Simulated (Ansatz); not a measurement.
InP:

```xyz
2
Lattice="0.0000 2.9305 2.9305 2.9305 0.0000 2.9305 2.9305 2.9305 0.0000" Properties=species:S:1:pos:R:3 pbc="T T T"
In    0.0000    0.0000    0.0000
P     4.3957    4.3957    4.3957
```

| Property | Result |
| --- | --- |
| Program | Ansatz 0.2.0 |
| Task | relaxation of cell and atoms |
| Functional | RPBE |
| Dispersion | D3(BJ) |
| Potentials or basis | Ansatz PAW |
| Cutoff | 420 eV (not typed: the program's choice for these potentials) |
| k mesh | 8 × 8 × 8 |
| Occupations | fermi-dirac, width 0.05 eV |
| Spin | no spin polarisation |

At the start: volume 25.17 Å³/atom.

Where does the relaxation end?

It ends after 5 steps and the volume is 23.31 Å³/atom (-7.4 %); space group F-43m (No. 216, to 0.05 Å).

The path:
```csv
step,energy change (eV),largest force (eV/Å),volume (Å³)
1,0.0000,0.0000,50.33
2,-0.0644,0.0000,46.05
3,-0.0658,0.0000,46.69
4,-0.0659,0.0000,46.61
5,-0.0649,0.0000,46.61
```

Final structure:
```yaml
crystal:
  lattice:
    - [0.00000, 2.85642, 2.85642]
    - [2.85642, 0.00000, 2.85642]
    - [2.85642, 2.85642, 0.00000]
  atoms:
    - { symbol: In, position: [0.00000, 0.00000, 0.00000] }
    - { symbol: P, position: [0.75000, 0.75000, 0.75000] }
```

Caveat: the plane-wave basis is chosen anew once the cell has moved, so the energies of steps on either side of that aren't comparable; the PAW data sets come from PBE, with cores solved anew for the run's functional, which leaves a small shift of forces and pressure.
